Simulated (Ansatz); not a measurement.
# LiF: energy and pressure over a range of volumes

One table from this session's results is given with a row withheld; the runs are named, their logs left out.

Program: Ansatz 0.2.0. Level of theory: DFT LDA, scalar-relativistic. These are calculated values, not measurements.

### The starting structure

It takes space group Fm-3m (No. 225, cubic). The conventional cell has a = 4.028 Å, b = 4.028 Å, c = 4.028 Å, α = 90.00°, β = 90.00°, γ = 90.00°. Li (site symmetry m-3m) is surrounded by 6 F at 2.01 Å. Around F (site symmetry m-3m) lie 6 Li at 2.01 Å.

Coordinates:

```cif
data_structure
_symmetry_space_group_name_H-M 'Fm-3m'
_symmetry_Int_Tables_number 225
_cell_length_a 4.0280
_cell_length_b 4.0280
_cell_length_c 4.0280
_cell_angle_alpha 90.000
_cell_angle_beta 90.000
_cell_angle_gamma 90.000
_cell_volume 65.35
loop_
_atom_site_label
_atom_site_type_symbol
_atom_site_symmetry_multiplicity
_atom_site_Wyckoff_symbol
_atom_site_fract_x
_atom_site_fract_y
_atom_site_fract_z
_atom_site_occupancy
Li1 Li 4 a 0.00000 0.00000 0.00000 1
F1 F 4 b 0.50000 0.00000 0.00000 1
```

The file gives the conventional cell by its symmetry; the runs use the cell typed in the input.

The geometry is a database entry used as it stands. It may stem from high pressure or temperature, or be incomplete, so it serves as a test cell.

Atoms are numbered in the order of the input: Li1, F2.

The first run:

Contents of input.yaml:

```yaml
crystal:
  lattice:
    - [0.0, 1.979857811, 1.979857811]
    - [1.979857811, 0.0, 1.979857811]
    - [1.979857811, 1.979857811, 0.0]
  atoms:
    - { symbol: Li, position: [0.0, 0.0, 0.0] }
    - { symbol: F, position: [0.5, 0.5, 0.5] }
kpoints:
  mp_grid: { grid: [10, 10, 10] }
scf:
  occupations: { method: fermi_dirac, width: 0.03 }
hamiltonian:
  xc: lda
  pseudopotentials: { kind: all_electron, lapw: { basis_error: 0.001 } }
output:
  forces: true
  stress: true
  eigenvalues: true
```

On the command line:

```console
$ ansatz run input.yaml --threads 1 --pin off --max-ram 3072MiB --backend cpu --events-out ev --progress --plain --runs-dir out
```

Steps of the session up to this table: Volume × 0.95, LAPW; Volume × 0.95, PAW; Volume × 0.95, crystal datasets; Volume × 0.975, LAPW; Volume × 0.975, PAW; Volume × 1.025, LAPW; Volume × 1.025, PAW; Volume × 1.05, LAPW; Volume × 1.05, PAW; Volume × 1.05, crystal datasets.

One table of the session follows, with a row left open; its other results are not shown here.

| method | volume (Å³/atom) | pressure (GPa) | gap on the k mesh (eV) |
| --- | --- | --- | --- |
| LAPW | 7.761 | -3.02 | 9.29 |
| LAPW | 7.965 | -4.82 | 9.05 |
| LAPW | 8.169 | -6.39 | 8.82 |
| LAPW | 8.373 | -7.74 | 8.60 |
| LAPW | 8.578 | -8.91 | 8.40 |
| PAW | 7.761 | -3.10 | 9.32 |
| PAW | 7.965 | ? | ? |
| PAW | 8.169 | -6.46 | 8.84 |
| PAW | 8.373 | -7.81 | 8.63 |
| PAW | 8.578 | -8.98 | 8.42 |
| crystal datasets | 7.761 | -3.02 | 9.29 |
| crystal datasets | 8.169 | -6.39 | – |
| crystal datasets | 8.578 | -8.91 | 8.40 |

Estimate the missing values for PAW, 7.965.

The run gave: pressure (GPa): -4.90; gap on the k mesh (eV): 9.07. In the column «pressure (GPa)» it lies between crystal datasets, 8.169 (-6.39) and LAPW, 7.965 (-4.82).

Limits of these values: Warnings in the runs' records: crystal datasets made, band levels unverified.
